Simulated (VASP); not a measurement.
The system is GaP.

```xyz
2
Lattice="0.0000 2.7252 2.7252 2.7252 0.0000 2.7252 2.7252 2.7252 0.0000" Properties=species:S:1:pos:R:3 pbc="T T T"
Ga    0.0000    0.0000    0.0000
P     4.0879    4.0879    4.0879
```

Program: VASP 6.6.1. Alike in all runs: potentials or basis VASP PAW PBE potentials, release 64 (Ga_d, P); cell as given; cutoff (eV) 520. Hardware: 1 thread of Intel(R) Xeon(R) Platinum 8488C (Sapphire Rapids), on a shared host.

Order these runs on this cell by their wall time, lowest first.
A. task single point; level PBE; spin off; k mesh 8 × 8 × 8; smearing gaussian 0.012 eV
B. task band structure; level SCAN; spin off; k mesh 8 × 8 × 8; smearing fermi-dirac 0.05 eV
C. task band structure; level r2SCAN; spin SOC, no magnetisation; k mesh 6 × 6 × 6; smearing fermi-dirac 0.05 eV

A (19 s), B (260 s), C (960 s).
